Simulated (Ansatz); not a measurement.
Crystal: Os.

```
Os
1.0
     0.00000    1.94500    1.94500
     1.94500    0.00000    1.94500
     1.94500    1.94500    0.00000
Os
1
Direct
  0.00000 0.00000 0.00000
```

This isn't the form of Os at room conditions, which is hcp.

```yaml
Program: Ansatz 0.2.0
Task: relaxation of cell and atoms
Functional: PBE
Dispersion: D3(BJ)-ATM
Potentials_or_basis: Ansatz PAW
Cutoff: "420 eV (not typed: the program's choice for these potentials)"
k_mesh: 12 × 12 × 12
Occupations: fermi-dirac, width 0.05 eV
Spin: no spin polarisation
```

At the start: volume 14.72 Å³/atom.

**Question.** Where does the relaxation end?

**Answer.** It ends after 6 steps and the volume is 14.11 Å³/atom (-4.1 %); space group Fm-3m (No. 225, to 0.05 Å).

Step by step:
```csv
step,energy change (eV),largest force (eV/Å),volume (Å³)
1,0.0000,0.0000,14.72
2,-0.0299,0.0000,14.21
3,-0.0309,0.0000,14.11
4,-0.0305,0.0000,14.11
5,-0.0305,0.0000,14.11
6,-0.0305,0.0000,14.11
```

Final structure:
```cif
data_structure
_symmetry_space_group_name_H-M 'P 1'
_symmetry_Int_Tables_number 1
_cell_length_a 2.7124
_cell_length_b 2.7124
_cell_length_c 2.7124
_cell_angle_alpha 60.000
_cell_angle_beta 60.000
_cell_angle_gamma 60.000
_cell_volume 14.11
loop_
_atom_site_label
_atom_site_type_symbol
_atom_site_fract_x
_atom_site_fract_y
_atom_site_fract_z
_atom_site_occupancy
Os1 Os 0.00000 0.00000 0.00000 1
```

Caveat: the plane-wave basis is chosen anew once the cell has moved, so the energies of steps on either side of that aren't comparable; pairwise dispersion overbinds metals, which lowers pressure and volume.
